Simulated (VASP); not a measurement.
# CdS (Hawleyite) (F-43m) in VASP: further runs

Runs on CdS (Hawleyite). Level: PBE. Tasks: G0W0 quasiparticle levels.

Everything below comes from runs of VASP 6.6.1. Logs are shortened: lines on timing, memory, paths and dates and some standing lists are left out, and cuts for length are marked.

## 1. Starting point

Symmetry: F-43m, No. 216, cubic system. The conventional cell has a = 5.833 Å, b = 5.833 Å, c = 5.833 Å, α = 90.00°, β = 90.00°, γ = 90.00°. Cd (site symmetry -43m) has 4 S at 2.53 Å as nearest neighbours. S (site symmetry -43m) has 4 Cd at 2.53 Å as nearest neighbours.

## 2. G0W0 quasiparticle levels, PBE

POSCAR

```
CdS
1.0
    0.0000000000      2.9165000000      2.9165000000
    2.9165000000      0.0000000000      2.9165000000
    2.9165000000      2.9165000000      0.0000000000
Cd S
1 1
Direct
    0.0000000000      0.0000000000      0.0000000000
    0.7500000000      0.7500000000      0.7500000000
```

INCAR.step1

```
PREC     = Accurate       # precision mode
ENCUT    = 450            # plane-wave cutoff, eV
EDIFF    = 1E-8           # SCF threshold, eV
ISMEAR   = 0              # smearing method
SIGMA    = 0.01           # smearing width, eV
LREAL    = F              # projectors in reciprocal space
LASPH    = T              # aspherical terms in the spheres
NELM     = 60             # most SCF steps
ALGO     = Normal         # electronic algorithm
LWAVE    = T              # write WAVECAR
LCHARG   = F              # write CHGCAR
GGA      = PE             # functional
```

INCAR.step2

```
PREC     = Accurate       # precision mode
ENCUT    = 450            # plane-wave cutoff, eV
EDIFF    = 1E-8           # SCF threshold, eV
ISMEAR   = 0              # smearing method
SIGMA    = 0.01           # smearing width, eV
LREAL    = F              # projectors in reciprocal space
LASPH    = T              # aspherical terms in the spheres
NELM     = 1              # most SCF steps
ALGO     = Exact          # electronic algorithm
LWAVE    = T              # write WAVECAR
LCHARG   = F              # write CHGCAR
GGA      = PE             # functional
NBANDS   = 68             # bands
LOPTICS  = T              # frequency-dependent dielectric function
ISTART   = 1
```

INCAR.step3

```
PREC     = Accurate       # precision mode
ENCUT    = 450            # plane-wave cutoff, eV
EDIFF    = 1E-8           # SCF threshold, eV
ISMEAR   = 0              # smearing method
SIGMA    = 0.01           # smearing width, eV
LREAL    = F              # projectors in reciprocal space
LASPH    = T              # aspherical terms in the spheres
ALGO     = EVGW0          # electronic algorithm
LWAVE    = F              # write WAVECAR
LCHARG   = F              # write CHGCAR
GGA      = PE             # functional
NELMGW   = 1            
NBANDS   = 68             # bands
ENCUTGW  = 150            # cutoff of the response function
NOMEGA   = 72             # frequency points
PRECFOCK = Fast         
ISTART   = 1            
NBANDSGW = 17
```

KPOINTS

```
Automatic mesh
0
Gamma
  3 3 3
```

Potentials or basis: VASP PAW PBE potentials, release 64 (Cd_GW, S_GW).

Run with:

```
$ cat potpaw_PBE.64/Cd_GW/POTCAR potpaw_PBE.64/S_GW/POTCAR > POTCAR
$ cp INCAR.step1 INCAR
$ mpirun -np 1 vasp_std > vasp.out
$ cp INCAR.step2 INCAR
$ mpirun -np 1 vasp_std > vasp.out
$ cp INCAR.step3 INCAR
$ mpirun -np 1 vasp_std > vasp.out
```

OUTCAR:

```text
PREC = Accurate
   ENCUT = 450
   EDIFF = 1E-8
   ISMEAR = 0
   LREAL = F
   LASPH = T
   GGA = PE
   NELMGW = 1
   ENCUTGW = 150
   PRECFOCK = Fast
   ISTART = 1

 Found      4 irreducible k-points:

 Following reciprocal coordinates:
            Coordinates               Weight
  0.000000  0.000000  0.000000      1.000000
  0.333333  0.000000  0.000000      8.000000
  0.333333  0.333333  0.000000      6.000000
 -0.333333  0.333333  0.000000     12.000000
   k-points           NKPTS =      4   k-points in BZ     NKDIM =     27   number of bands    NBANDS=     68
   number of dos      NEDOS =    301   number of ions     NIONS =      2
   total plane-waves  NPLWV =  27000
   dimension x,y,z NGX =    30 NGY =   30 NGZ =   30
   dimension x,y,z NGXF=    60 NGYF=   60 NGZF=   60
   ions per type =               1   1
   NGX,Y,Z   is equivalent  to a cutoff of  12.09, 12.09, 12.09 a.u.
   NGXF,Y,Z  is equivalent  to a cutoff of  24.18, 24.18, 24.18 a.u.
 SYSTEM =  unknown system
   PREC   = accura    normal or accurate (medium, high low for compatibility)
   ISTART =      1    job   : 0-new  1-cont  2-samecut
   ICHARG =      0    charge: 1-file 2-atom 10-const
   ISPIN  =      1    spin polarized calculation?
   LNONCOLLINEAR =      F non collinear calculations
   LSORBIT =      F    spin-orbit coupling
   LASPH  =      T    aspherical Exc in radial PAW
   ENCUT  =  450.0 eV  33.07 Ry    5.75 a.u.   7.13  7.13  7.13*2*pi/ulx,y,z
   NELM   =     60;   NELMIN=  2; NELMDL=  0     # of ELM steps
   EDIFF  = 0.1E-07   stopping-criterion for ELM
   LREAL  =      F    real-space projection
   EDIFFG = 0.1E-06   stopping-criterion for IOM
   NSW    =      0    number of steps for IOM
   IBRION =     -1    ionic relax: 0-MD 1-quasi-New 2-CG
   NFREE  =      0    steps in history (QN), initial steepest desc. (CG)
   ISIF   =      0    stress and relaxation
   ISYM   =      3    0-nonsym 1-usesym 2-fastsym
   POTIM  = 0.5000    time-step for ionic-motion
   TEBEG  =    0.0;   TEEND  =   0.0 temperature during run
   PSTRESS=    0.0 pullay stress
   NELECT =      18.0000    total number of electrons
   NUPDOWN=      -1.0000    fix difference up-down
   EMIN   =  10.00;   EMAX   =-10.00  energy-range for DOS
   EFERMI =   0.00;   METHOD = LEGACY
   ISMEAR =     0;   SIGMA  =   0.01  broadening in eV -4-tet -1-fermi 0-gaus
   EFERMI_NEDOS =   21; number of points for ismear=-14 and -15
   IALGO  =     38    algorithm
   IMIX   =      4    mixing-type and parameters
     AMIX     =   0.40;   BMIX     =  1.00
     AMIX_MAG =   1.60;   BMIX_MAG =  1.00
  volume/ion in A,a.u.               =      24.81       167.41
  Fermi-wavevector in a.u.,A,eV,Ry     =   1.167599  2.206442 18.548649  1.363287
  Thomas-Fermi vector in A             =   2.304097
   LORBIT       =      0    0 simple, 1 ext, 2 COOP (PROOUT), +10 PAW based schemes
   GGA     = PE    functional components
   LHFCALC =     T    Hartree Fock is set to
   PRECFOCK=fast      Normal, Fast or Accurate (Low or Medium for compatibility)
   ENCUT4O =  -1.0   cutoff for four orbital integrals eV
   NKREDX  =     1    reduce k-point grid by
   NKREDY  =     1    reduce k-point grid by
   NKREDZ  =     1    reduce k-point grid by
   AEXX    =    1.0000 exact exchange contribution
   HFSCREEN=    0.0000 screening length (either q_TF or 0.3 A-1)
   HFSCREENC=   0.0000 screening length for correlation (either q_TF or 0.3 A-1)
   ENCUTFOCK=  -1.0 apply spherical cutoff to Coloumb kernel
   IVDW    =     0    specifies the selected vdW correction
   LEPSILON=     F    determine dielectric tensor
   LRPA    =     F    only Hartree local field effects (RPA)
   LRPAFORCE           =     F    calculate RPA forces
   ENCUTGW             = 150.0    cutoff for response function in eV
   ENCUTGWSOFT         = 120.0    soft cutoff for Coulomb kernel in GW response function in eV
   ENCUTLF             =  -1.0    cutoff for local field effects
   NELMGW              =     1    number of iterations in solving QP/BSE equation
   NELMHF              =     1    number of iterations in the inner HF iteration
   NKREDLFX            =     1    NKREDLFY  =   1   NKREDLFZ  =   1
 non-spin polarized calculation
 Gauss-broadening in eV      SIGMA  =   0.01
  energy-cutoff  :      450.00
  volume of cell :       49.62
 maximum number of plane-waves:      1089
 NGX is ok and might be reduce to    30
  NGX = 16; NGY = 16; NGZ = 16
   NGX = 15   NGY = 15   NGZ = 15
 maximum number of plane-waves:       212

 QP shifts <psi_nk| G(iteration)W_0 |psi_nk>: iteration 1
 for sc-GW calculations column KS-energies equals QP-energies in previous step
 and V_xc(KS)=  KS-energies - (<T + V_ion + V_H > + <T+V_H+V_ion>^1  + <V_x>^1)

 k-point   1 :       0.0000    0.0000    0.0000
  band No.  KS-energies  QP-energies   sigma(KS)   V_xc(KS)     V^pw_x(r,r')   Z            occupation Imag(sigma)

      1      -9.6269      -9.8083     -13.2833     -12.9919     -20.9027       0.6227       2.0000       1.0809
      2      -5.0684      -6.7308     -17.5444     -15.1709     -22.9360       0.7004       2.0000       0.4429
      3      -5.0684      -6.7308     -17.5444     -15.1709     -22.9360       0.7004       2.0000       0.4429
      4      -5.0684      -6.7308     -17.5444     -15.1709     -22.9360       0.7004       2.0000       0.4429
      5      -4.5976      -6.4109     -18.0243     -15.4962     -23.2435       0.7173       2.0000       0.4142
      6      -4.5976      -6.4109     -18.0243     -15.4962     -23.2435       0.7173       2.0000       0.4142
[... 9 lines left out ...]
     16      14.1407      14.2228      -7.7773      -7.8901      -2.3983       0.7285       0.0000      -0.3239
     17      15.9596      15.9158      -7.2750      -7.2158      -2.1079       0.7405       0.0000      -0.4262

 k-point   2 :       0.3333    0.0000    0.0000
  band No.  KS-energies  QP-energies   sigma(KS)   V_xc(KS)     V^pw_x(r,r')   Z            occupation Imag(sigma)

      1      -9.3038      -9.5253     -13.7739     -13.4191     -21.2667       0.6243       2.0000       1.0043
      2      -4.9703      -6.6543     -17.6400     -15.2474     -23.0090       0.7038       2.0000       0.4412
      3      -4.9703      -6.6543     -17.6400     -15.2474     -23.0090       0.7038       2.0000       0.4412
      4      -4.5971      -6.2165     -17.3260     -15.0455     -22.6116       0.7101       2.0000       0.4344
      5      -4.5807      -6.3946     -18.0408     -15.5178     -23.2754       0.7189       2.0000       0.4190
      6      -4.5807      -6.3946     -18.0408     -15.5178     -23.2754       0.7189       2.0000       0.4190
[... 9 lines left out ...]
     16      13.7010      14.1964      -9.3329     -10.0127      -4.4381       0.7288       0.0000      -0.2311
     17      18.3220      18.8775      -9.5345     -10.2802      -3.6687       0.7449       0.0000      -0.7336

 k-point   3 :       0.3333    0.3333    0.0000
  band No.  KS-energies  QP-energies   sigma(KS)   V_xc(KS)     V^pw_x(r,r')   Z            occupation Imag(sigma)

      1      -9.2013      -9.4424     -13.9466     -13.5609     -21.3927       0.6252       2.0000       0.9811
      2      -4.8462      -6.5284     -17.2928     -14.9175     -22.5267       0.7082       2.0000       0.4323
      3      -4.8208      -6.5345     -17.8246     -15.4114     -23.1891       0.7101       2.0000       0.4455
      4      -4.8208      -6.5345     -17.8246     -15.4114     -23.1891       0.7101       2.0000       0.4455
      5      -4.5327      -6.3566     -18.0951     -15.5674     -23.3312       0.7216       2.0000       0.4070
      6      -4.4825      -6.1554     -17.5596     -15.2174     -22.8132       0.7142       2.0000       0.4211
[... 9 lines left out ...]
     16      18.0285      18.1902      -7.9473      -8.1650      -2.5435       0.7430       0.0000      -0.5605
     17      18.1520      18.7816     -10.1326     -11.0075      -4.2656       0.7197       0.0000      -0.6902

 k-point   4 :      -0.3333    0.3333    0.0000
  band No.  KS-energies  QP-energies   sigma(KS)   V_xc(KS)     V^pw_x(r,r')   Z            occupation Imag(sigma)

      1      -9.0987      -9.3625     -14.1465     -13.7258     -21.5520       0.6272       2.0000       0.9576
      2      -4.8899      -6.5977     -17.6179     -15.2036     -22.9342       0.7073       2.0000       0.4414
      3      -4.8169      -6.5335     -17.8321     -15.4167     -23.1912       0.7107       2.0000       0.4431
      4      -4.6468      -6.4474     -17.9232     -15.4189     -23.1757       0.7190       2.0000       0.4186
      5      -4.5750      -6.3915     -18.0303     -15.5085     -23.2673       0.7203       2.0000       0.4106
      6      -4.0334      -5.6455     -17.8488     -15.5957     -23.1416       0.7155       2.0000       0.4212
[... 9 lines left out ...]
     16      17.1131      17.6116      -9.4703     -10.1620      -3.8311       0.7207       0.0000      -0.5130
     17      17.7266      18.3696     -10.1382     -11.0242      -4.1776       0.7257       0.0000      -0.6917
```

Run time: 34 s. Hardware: 1 thread of Intel Xeon 6975P-C (Granite Rapids), shared host; peak memory 0.31 GiB.

The run converged, but some of its settings lie outside the range that counts as converged, so its numbers aren't taken as properties of the crystal.

What came out:

```
Band gap on the k mesh, mean-field level : 1.10 eV, direct
Quasiparticle gap                        : 1.73 eV
Least direct quasiparticle gap           : 1.73 eV
```

Caveat: the k mesh is coarse (spacing up to 0.62 Å⁻¹), so the values aren't converged; bands, screening cutoff and mesh are small and nothing is extrapolated, so the quasiparticle values aren't converged.

## 3. G0W0 quasiparticle levels, PBE

POSCAR is that of step 2.

INCAR.step1 is that of step 2.

INCAR.step2 is that of step 2.

Edit INCAR.step3 of step 2 so:

```diff
@@ -13,4 +13,4 @@
 NBANDS   = 68             # bands
-ENCUTGW  = 150            # cutoff of the response function
-NOMEGA   = 72             # frequency points
+ENCUTGW  = 200            # cutoff of the response function
+NOMEGA   = 48             # frequency points
 PRECFOCK = Fast
```

KPOINTS is that of step 2.

Potentials or basis: VASP PAW PBE potentials, release 64 (Cd_GW, S_GW).

Run with:

```
$ cat potpaw_PBE.64/Cd_GW/POTCAR potpaw_PBE.64/S_GW/POTCAR > POTCAR
$ cp INCAR.step1 INCAR
$ mpirun -np 1 vasp_std > vasp.out
$ cp INCAR.step2 INCAR
$ mpirun -np 1 vasp_std > vasp.out
$ cp INCAR.step3 INCAR
$ mpirun -np 1 vasp_std > vasp.out
```

OUTCAR:

```text
PREC = Accurate
   ENCUT = 450
   EDIFF = 1E-8
   ISMEAR = 0
   LREAL = F
   LASPH = T
   GGA = PE
   NELMGW = 1
   ENCUTGW = 200
   PRECFOCK = Fast
   ISTART = 1

 Found      4 irreducible k-points:

 Following reciprocal coordinates:
            Coordinates               Weight
  0.000000  0.000000  0.000000      1.000000
  0.333333  0.000000  0.000000      8.000000
  0.333333  0.333333  0.000000      6.000000
 -0.333333  0.333333  0.000000     12.000000
[... 60 lines left out ...]
   ENCUTLF             =  -1.0    cutoff for local field effects
   NELMGW              =     1    number of iterations in solving QP/BSE equation
   NELMHF              =     1    number of iterations in the inner HF iteration
   NKREDLFX            =     1    NKREDLFY  =   1   NKREDLFZ  =   1
 non-spin polarized calculation
 Gauss-broadening in eV      SIGMA  =   0.01
  energy-cutoff  :      450.00
  volume of cell :       49.62
 maximum number of plane-waves:      1089
 NGX is ok and might be reduce to    30
  NGX = 16; NGY = 16; NGZ = 16
   NGX = 15   NGY = 15   NGZ = 15
 maximum number of plane-waves:       331

 QP shifts <psi_nk| G(iteration)W_0 |psi_nk>: iteration 1
 for sc-GW calculations column KS-energies equals QP-energies in previous step
 and V_xc(KS)=  KS-energies - (<T + V_ion + V_H > + <T+V_H+V_ion>^1  + <V_x>^1)

 k-point   1 :       0.0000    0.0000    0.0000
  band No.  KS-energies  QP-energies   sigma(KS)   V_xc(KS)     V^pw_x(r,r')   Z            occupation Imag(sigma)

      1      -9.6269      -9.8788     -13.3891     -12.9919     -20.9027       0.6341       2.0000       1.2097
      2      -5.0684      -6.3453     -17.0357     -15.1709     -22.9360       0.6848       2.0000       0.3418
      3      -5.0684      -6.3453     -17.0357     -15.1709     -22.9360       0.6848       2.0000       0.3418
      4      -5.0684      -6.3453     -17.0357     -15.1709     -22.9360       0.6848       2.0000       0.3418
      5      -4.5976      -5.9636     -17.4648     -15.4962     -23.2435       0.6939       2.0000       0.3066
      6      -4.5976      -5.9636     -17.4648     -15.4962     -23.2435       0.6939       2.0000       0.3066
[... 59 lines left out ...]
      3      -4.8169      -6.1224     -17.3039     -15.4167     -23.1912       0.6918       2.0000       0.3319
      4      -4.6468      -6.0091     -17.3805     -15.4189     -23.1757       0.6945       2.0000       0.3141
      5      -4.5750      -5.9437     -17.4742     -15.5085     -23.2673       0.6963       2.0000       0.3105
      6      -4.0334      -5.2721     -17.3751     -15.5957     -23.1416       0.6961       2.0000       0.3274
[... 9 lines left out ...]
     16      17.1131      17.6703      -9.4065     -10.1620      -3.8311       0.7376       0.0000      -0.5697
     17      17.7266      18.4416     -10.0644     -11.0242      -4.1776       0.7449       0.0000      -0.7452
```

OUTCAR.step2:

```text
PREC = Accurate
   ENCUT = 450
   EDIFF = 1E-8
   ISMEAR = 0
   LREAL = F
[... 538 lines left out ...]
     0.00000    19.34806    19.34806    19.34806     0.00000     0.00000    -0.00000
     0.85063    31.96733    31.96733    31.96733     0.00000     0.00000    -0.00000
     1.70126     0.09108     0.09108     0.09108     0.00000     0.00000    -0.00000
     2.55189     8.71352     8.71352     8.71352    -0.00000     0.00000    -0.00000
     3.40251    27.93208    27.93208    27.93208    -0.00000     0.00000    -0.00000
     4.25314     1.85670     1.85670     1.85670     0.00000     0.00000    -0.00000
[... 92 lines left out ...]
    83.36158     0.89848     0.89848     0.89848    -0.00000    -0.00000     0.00000
    84.21221     0.90117     0.90117     0.90117    -0.00000    -0.00000     0.00000
```

It took 40 s on 1 thread of Intel Xeon 6975P-C (Granite Rapids), shared host; peak memory 0.34 GiB.

The run converged, but some of its settings lie outside the range that counts as converged, so its numbers aren't taken as properties of the crystal.

What came out:

```
Band gap on the k mesh, mean-field level : 1.10 eV, direct
Quasiparticle gap                        : 1.77 eV
Least direct quasiparticle gap           : 1.77 eV
```

Caveat: the k mesh is coarse (spacing up to 0.62 Å⁻¹), so the values aren't converged; bands, screening cutoff and mesh are small and nothing is extrapolated, so the quasiparticle values aren't converged.

[end of part 1 of 3]
